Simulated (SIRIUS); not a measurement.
# GaP (F-43m) in SIRIUS: equation of state, part 2 of 2

SIRIUS 7.10.0. The steps go on from the part before.

### Step 6. Single point, PBEsol, 21.05 Å³/atom (volume scaled by 1.04)

sirius.json reads:

```json
{
  "control": {
    "processing_unit": "cpu",
    "verbosity": 2,
    "num_bands_to_print": 16,
    "print_forces": true,
    "print_stress": true
  },
  "parameters": {
    "electronic_structure_method": "pseudopotential",
    "xc_functionals": ["XC_GGA_X_PBE_SOL", "XC_GGA_C_PBE_SOL"],
    "gk_cutoff": 9.0,
    "pw_cutoff": 18.0,
    "ngridk": [8, 8, 8],
    "shiftk": [0, 0, 0],
    "smearing": "fermi_dirac",
    "smearing_width": 0.0018374661,
    "num_bands": 16,
    "num_mag_dims": 0,
    "num_dft_iter": 100,
    "energy_tol": 1e-08,
    "density_tol": 1e-06
  },
  "iterative_solver": {
    "type": "davidson",
    "min_tolerance": 1e-09,
    "tolerance_scale": [0.1, 0.25]
  },
  "mixer": {
    "type": "anderson",
    "beta": 0.7,
    "max_history": 8
  },
  "settings": {
    "tol_ne": 1e-10,
    "pseudo_grid_cutoff": 6.5
  },
  "unit_cell": {
    "lattice_vectors": [
      [0.0, 5.217746736653, 5.217746736653],
      [5.217746736653, 0.0, 5.217746736653],
      [5.217746736653, 5.217746736653, 0.0]
    ],
    "atom_coordinate_units": "lattice",
    "atom_types": ["Ga", "P"],
    "atom_files": {
      "P": "P.json",
      "Ga": "Ga.json"
    },
    "atoms": {
      "Ga": [
        [0.0, 0.0, 0.0]
      ],
      "P": [
        [0.75, 0.75, 0.75]
      ]
    }
  }
}
```

Potentials or basis: PseudoDojo 0.4.1 PBEsol standard (scalar relativistic).

Run with:

```console
$ upf_to_json P.upf
$ upf_to_json Ga.upf
$ OMP_NUM_THREADS=1 sirius.scf --input=sirius.json --output=out.json --task=0
```

Standard output:

```text
[info] SIRIUS version : 7.10.0
[info] number of MPI ranks           : 1
[info] MPI grid                      : 1 1
[info] maximum number of OMP threads : 1
[fft] FFT context for density and potential
[fft] =====================================
[fft]   comm size                             : 1
[fft]   plane wave cutoff                     : 18
[fft]   grid size                             : 45 45 45   total : 91125
[fft]   grid limits                           : -22 22   -22 22   -22 22
[fft]   number of G-vectors within the cutoff : 13971
[fft]   local number of G-vectors             : 13971
[fft]   number of G-shells                    : 765
[fft] FFT context for coarse grid
[fft] =====================================
[fft]   comm size                             : 1
[fft]   plane wave cutoff                     : 18
[fft]   grid size                             : 45 45 45   total : 91125
[fft]   grid limits                           : -22 22   -22 22   -22 22
[fft]   number of G-vectors within the cutoff : 13971
[fft]   local number of G-vectors             : 13971
[fft]   number of G-shells                    : 765
[unit cell] lattice vectors
[unit cell]   a1 :       0.0000000000      5.2177467367      5.2177467367
[unit cell]   a2 :       5.2177467367      0.0000000000      5.2177467367
[unit cell]   a3 :       5.2177467367      5.2177467367      0.0000000000
[unit cell] reciprocal lattice vectors
[unit cell]   b1 :      -0.6020975743      0.6020975743      0.6020975743
[unit cell]   b2 :       0.6020975743     -0.6020975743      0.6020975743
[unit cell]   b3 :       0.6020975743      0.6020975743     -0.6020975743
[unit cell] unit cell volume :       284.10506807 [a.u.^3]
[unit cell] 1/sqrt(omega)    :         0.05932811
[unit cell] MT volume        :         0.00000000 ( 0.00%)
[unit cell] IT volume        :       284.10506807 (100.00%)
[unit cell] number of atom types : 2
[unit cell] type id : 0 symbol : Ga mt_radius :  19.010000 num_atoms : 1
[unit cell] type id : 1 symbol :  P mt_radius :  12.970000 num_atoms : 1
[unit cell] total number of atoms : 2
[unit cell] number of symmetry classes : 2
[unit cell] number of PAW atoms : 0
[unit cell] atom id  type id  class id             position                      vector_field
[unit cell] ------------------------------------------------------------------------------------------
[unit cell]      0        0        0      0.00000   0.00000   0.00000      0.00000   0.00000   0.00000
[unit cell]      1        1        1      0.75000   0.75000   0.75000      0.00000   0.00000   0.00000
[unit cell] atom id         position (Cartesian, a.u.)
[unit cell] ---------------------------------------------
[unit cell]      0       0.000000    0.000000    0.000000
[unit cell]      1       7.826620    7.826620    7.826620
[unit cell] class id : 0 atom id : 0
[unit cell] class id : 1 atom id : 1
[unit cell] minimum bond length:     4.518701
[unit cell] total number of pseudo wave-functions: 13
[sym] space group number   : 216
[sym] international symbol : F-43m
[sym] Hall symbol          : F -4 2 3
[sym] space group transformation matrix :
[sym]   0.0000  0.5000  0.5000
[sym]  -0.5000 -0.5000  0.0000
[sym]   0.5000  0.0000  0.5000
[sym] space group origin shift :
[sym]   0.0000  0.0000  0.0000
[sym] number of space group operations  : 24
[... 286 lines left out ...]
[diagonalize] ik:   25   -0.278578   -0.274197   -0.273668   -0.272790   -0.271931   -0.092768    0.026097    0.126269    0.163448    0.372464    0.431136    0.479681    0.549043    0.602676    0.697372    0.725209
[diagonalize] ik:   26   -0.278367   -0.274376   -0.273815   -0.272605   -0.272060   -0.099091    0.033167    0.120853    0.176051    0.385913    0.452880    0.457822    0.547780    0.575328    0.639978    0.785770
[diagonalize] ik:   27   -0.278943   -0.273785   -0.273520   -0.273065   -0.271745   -0.086730    0.017873    0.145983    0.148745    0.356526    0.362079    0.560649    0.563853    0.664119    0.685700    0.740327
[diagonalize] ik:   28   -0.278592   -0.274249   -0.273548   -0.272759   -0.271992   -0.085208    0.021698    0.131321    0.137051    0.426501    0.428829    0.474546    0.479623    0.667681    0.683911    0.748869
[find] Charges and magnetic moments
[find] --------------------------------------------------------------------------------
[find] total charge          : 18.000000
[find] Energy
[find] --------------------------------------------------------------------------------
[find] valence_eval_sum               :      -2.14979283
[find] <rho|V^{XC}>                   :     -15.64018653
[find] <rho|E^{XC}>                   :     -22.74134159
[find] <mag|B^{XC}>                   :       0.00000000
[find] <rho|V^{H}>                    :      52.87645304
[find] one-electron contribution      :     -39.38605933 (Ha),     -78.77211867 (Ry)
[find] hartree contribution           :      26.43822652
[find] xc contribution                :     -22.74134159
[find] ewald contribution             :     -47.61226295
[find] PAW contribution               :       0.00000000
[find] smearing (-TS)                 :      -0.00000000
[find] SCF correction                 :      -0.00000022
[find] Total energy                   :     -83.30143758 (Ha),    -166.60287515 (Ry)
[find] Free energy (E-TS)             :     -83.30143758 (Ha),    -166.60287515 (Ry)
[find] band gap (eV)                  :       1.41864768
[find] Efermi                         :       0.28393558
[find] iteration : 10, RMS : 4.338586792333e-08, energy difference : -2.125659648300e-10
[find] Hartree energy of density residual : 1.694739587777e-13
[find] bands are converged : true
[find] iterative solver converged : true
[find] converged after 11 SCF iterations!
[find] Charges and magnetic moments
[find] --------------------------------------------------------------------------------
[find] total charge          : 18.000000
[find] Energy
[find] --------------------------------------------------------------------------------
[find] valence_eval_sum               :      -2.14979283
[find] <rho|V^{XC}>                   :     -15.64018653
[find] <rho|E^{XC}>                   :     -22.74134159
[find] <mag|B^{XC}>                   :       0.00000000
[find] <rho|V^{H}>                    :      52.87645304
[find] one-electron contribution      :     -39.38605933 (Ha),     -78.77211867 (Ry)
[find] hartree contribution           :      26.43822652
[find] xc contribution                :     -22.74134159
[find] ewald contribution             :     -47.61226295
[find] PAW contribution               :       0.00000000
[find] smearing (-TS)                 :      -0.00000000
[find] SCF correction                 :      -0.00000022
[find] Total energy                   :     -83.30143758 (Ha),    -166.60287515 (Ry)
[find] Free energy (E-TS)             :     -83.30143758 (Ha),    -166.60287515 (Ry)
[find] band gap (eV)                  :       1.41864768
[find] Efermi                         :       0.28393558
[ground_state] === stress tensor components [kbar] ===
[ground_state] === stress_kin ===
[ground_state] -44978.075285   -0.000000    0.000000
[ground_state]    -0.000000-44978.075285    0.000000
[ground_state]     0.000000    0.000000-44978.075285
[ground_state] === stress_har ===
[ground_state] -9126.193844   -0.000000    0.000000
[ground_state]    -0.000000-9126.193844    0.000000
[ground_state]     0.000000    0.000000-9126.193844
[ground_state] === stress_ewald ===
[ground_state] 16435.245410    0.000000   -0.000000
[ground_state]     0.00000016435.245410   -0.000000
[ground_state]    -0.000000   -0.00000016435.245410
[ground_state] === stress_vloc ===
[ground_state]  2438.946517    0.000000    0.000000
[ground_state]     0.000000 2438.946517   -0.000000
[ground_state]     0.000000   -0.000000 2438.946517
[ground_state] === stress_xc ===
[ground_state] -7213.471329   -0.000000    0.000000
[ground_state]    -0.000000-7213.471329    0.000000
[ground_state]     0.000000    0.000000-7213.471329
[ground_state] === stress_core ===
[ground_state] 12700.146357    0.000000   -0.000000
[ground_state]     0.00000012700.146357   -0.000000
[ground_state]    -0.000000   -0.00000012700.146357
[ground_state] === stress_nonloc ===
[ground_state] 29778.102827    0.000000    0.000000
[ground_state]     0.00000029778.102827   -0.000000
[ground_state]     0.000000   -0.00000029778.102827
[ground_state] === stress_us_nl ===
[ground_state] 29778.102827    0.000000    0.000000
[ground_state]     0.00000029778.102827   -0.000000
[ground_state]     0.000000   -0.00000029778.102827
[ground_state] === stress_total ===
[ground_state]    34.700652    0.000000   -0.000000
[ground_state]     0.000000   34.700652    0.000000
[ground_state]    -0.000000    0.000000   34.700652
[ground_state] ==== total Forces in Ha/bohr =====
[ground_state] atom:    0, force:      -0.0000000     -0.0000000      0.0000000
[ground_state] atom:    1, force:       0.0000000      0.0000000      0.0000000
[ground_state] ==== ultrasoft contribution from Qij =====
[ground_state] atom:    0, force:       0.0000000      0.0000000      0.0000000
[ground_state] atom:    1, force:       0.0000000      0.0000000      0.0000000
[ground_state] ==== non-local contribution from Beta-projector =====
[ground_state] atom:    0, force:       0.0000000      0.0000000      0.0000000
[ground_state] atom:    1, force:       0.0000000      0.0000000      0.0000000
[ground_state] ==== contribution from local potential =====
[ground_state] atom:    0, force:      -0.0000000     -0.0000000      0.0000000
[ground_state] atom:    1, force:       0.0000000      0.0000000      0.0000000
[ground_state] ==== contribution from core density =====
[ground_state] atom:    0, force:       0.0000000      0.0000000      0.0000000
[ground_state] atom:    1, force:       0.0000000      0.0000000      0.0000000
[ground_state] ==== Ewald forces from ions =====
[ground_state] atom:    0, force:       0.0000000      0.0000000      0.0000000
[ground_state] atom:    1, force:      -0.0000000      0.0000000      0.0000000
[~DFT_ground_state] local op. applied: 12571
[~DFT_ground_state] evp. work count: 3247.15
[~DFT_ground_state] number of iterative solver steps: 1190
```

Run time: 35 s. Hardware: 1 thread of Arm Neoverse V2, shared host; peak memory 0.38 GiB.

Results:

* Free energy: -2266.7476 eV
* Pressure: -3.5 GPa
* Band gap on the k mesh: 1.42 eV

### Step 7. Single point, PBEsol, 21.45 Å³/atom (volume scaled by 1.06)

sirius.json: that of step 6 with these lines changed.

```diff
@@ -39,5 +39,5 @@
     "lattice_vectors": [
-      [0.0, 5.217746736653, 5.217746736653],
-      [5.217746736653, 0.0, 5.217746736653],
-      [5.217746736653, 5.217746736653, 0.0]
+      [0.0, 5.250981688267, 5.250981688267],
+      [5.250981688267, 0.0, 5.250981688267],
+      [5.250981688267, 5.250981688267, 0.0]
     ],
```

Run with:

```console
$ upf_to_json P.upf
$ upf_to_json Ga.upf
$ OMP_NUM_THREADS=1 sirius.scf --input=sirius.json --output=out.json --task=0
```

It took 34 s on 1 thread of Arm Neoverse V2, shared host; peak memory 0.39 GiB.

It converged, with:

```yaml
Free_energy: -2266.7269 eV
Pressure: -4.7 GPa
Band_gap_on_the_k_mesh: 1.27 eV
```

### Step 8. Equation of state, PBEsol

Potentials or basis: PseudoDojo 0.4.1 PBEsol standard (scalar relativistic).

This step only gathers the single runs of the series.

Results:

```
Equilibrium volume                      : 20.12 Å³/atom
Bulk modulus                            : 85 GPa
Pressure derivative of the bulk modulus : 4.5
```

Energy against volume, from the lowest point:
```csv
volume (Å³/atom),energy (meV/atom)
19.026,17.27
19.431,6.50
19.836,0.92
20.240,0.00
20.645,3.25
21.050,10.24
21.455,20.58
```

### Step 9. How close it comes

Step 8. A measured bulk modulus of GaP is 87.5 GPa (“Phosphorous dimerization in GaP at high pressure”, 2017, arxiv:1709.06667); the calculated 85 GPa misses it by -3.3 %. The fit is for a static lattice scaled at fixed shape and fixed fractional positions.
